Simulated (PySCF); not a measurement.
Species: C7H8.
Z-matrix (Å and degrees, PBE0-D3(BJ)/def2-SVP geometry), rows numbered from 1:
```
C 
C   1  1.3365
C   2  1.5347  1  106.97
C   3  1.5347  2  107.36  1   -65.48
C   4  1.3365  3  106.96  2    65.50
C   5  1.5347  4  106.97  3    -0.02
C   6  1.5480  1   98.44  2   -36.17
H   1  1.0906  2  128.06  3   176.53
H   2  1.0906  1  128.05  3  -176.50
H   3  1.0976  2  116.03  1   162.90
H   4  1.0906  3  124.90  2  -111.12
H   5  1.0906  4  128.05  3  -176.49
H   6  1.0976  1  116.03  2  -162.89
H   7  1.1006  3  113.21  2    61.92
H   7  1.1006  3  113.22  2  -171.08
```

Method used: TDDFT B3LYP/def2-SVPD, vertical, gas phase, core orbitals frozen in the response in PySCF 2.14.0, density-fitted response routines.

Kohn–Sham orbitals with the atoms that hold most of them (Löwdin shares over 4%, at most four atoms; ? is withheld):

| orbital | ε (eV) | atoms |
| --- | --- | --- |
| HOMO-3 | -9.25 | C7 29%, C3 22%, C6 22%, H10 5% |
| HOMO-2 | -9.13 | C6 17%, C3 16%, C1 12%, C2 12% |
| HOMO-1 | -7.11 | C2 16%, C1 16%, C5 16%, C4 16% |
| HOMO | -6.28 | ? |
| LUMO | ? | ? |
| LUMO+1 | 0.64 | H13 9%, H10 9%, C7 8%, C2 7% |
| LUMO+2 | 0.71 | C4 17%, C1 17%, C2 17%, C5 17% |

Which atoms hold the HOMO, and with what shares?

C1 (bonded to 2 C and H) 21%; C4 (bonded to 2 C and H) 21%; C2 (bonded to 2 C and H) 21%; C5 (bonded to 2 C and H) 21%.

Give the leading atoms of the LUMO.

C1 (bonded to 2 C and H) 17%; C2 (bonded to 2 C and H) 17%; C5 (bonded to 2 C and H) 17%; C4 (bonded to 2 C and H) 17%.

What is the LUMO energy, and the HOMO–LUMO gap?

ε(LUMO) = -0.60 eV; the gap is 5.68 eV (0.2086 hartree).

How does S1 compare with the orbital gap of 5.68 eV?

S1 is at 4.88 eV (f = 0.0000), 0.80 eV below the gap, made of HOMO→LUMO (97%). 

Give energy, strength and leading configuration of S1, S2 and S3, and follow the Löwdin shares of the leading atoms from the occupied to the empty orbital.

- S1 (4.88 eV, f 0.0000), HOMO→LUMO (97%): C1 21% → 17%, C4 21% → 17%, C2 21% → 17%
- S2 (5.58 eV, f 0.0097), HOMO-1→LUMO (77%): C2 16% → 17%, C1 16% → 17%
- S3 (6.03 eV, f 0.013), HOMO→LUMO+1 (99%): C1 21% → at most 8%, C4 21% → at most 8%, H13 at most 15% → 9%, H10 at most 15% → 9%
